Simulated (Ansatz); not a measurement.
Crystal: Pt.

```
Pt
1.0
     0.00000    1.96090    1.96090
     1.96090    0.00000    1.96090
     1.96090    1.96090    0.00000
Pt
1
Direct
  0.00000 0.00000 0.00000
```

| Property | Result |
| --- | --- |
| Program | Ansatz 0.2.0 |
| Task | relaxation of cell and atoms |
| Functional | PBE0 |
| Dispersion | D3(BJ) |
| Potentials or basis | JTH PAW |
| Cutoff | 750 eV (not typed: the program's choice for these potentials) |
| k mesh | 8 × 8 × 8 |
| Occupations | fermi-dirac, width 0.1 eV |
| Spin | no spin polarisation |

At the start: volume 15.08 Å³/atom.

Question: Where does the relaxation end?

Answer: It ends after 5 steps and the volume is 14.65 Å³/atom (-2.8 %); space group Fm-3m (No. 225, to 0.05 Å).

The path:
| step | energy change (eV) | largest force (eV/Å) | volume (Å³) |
| --- | --- | --- | --- |
| 1 | 0.0000 | 0.0000 | 15.08 |
| 2 | -0.0116 | 0.0000 | 14.70 |
| 3 | -0.0118 | 0.0000 | 14.65 |
| 4 | -0.0118 | 0.0000 | 14.65 |
| 5 | -0.0116 | 0.0000 | 14.65 |

Final structure:
```
Pt
1.0
     0.00000    1.94219    1.94219
     1.94219    0.00000    1.94219
     1.94219    1.94219    0.00000
Pt
1
Direct
  0.00000 0.00000 0.00000
```

Caveat: the plane-wave basis is chosen anew once the cell has moved, so the energies of steps on either side of that aren't comparable; pairwise dispersion overbinds metals, which lowers pressure and volume.
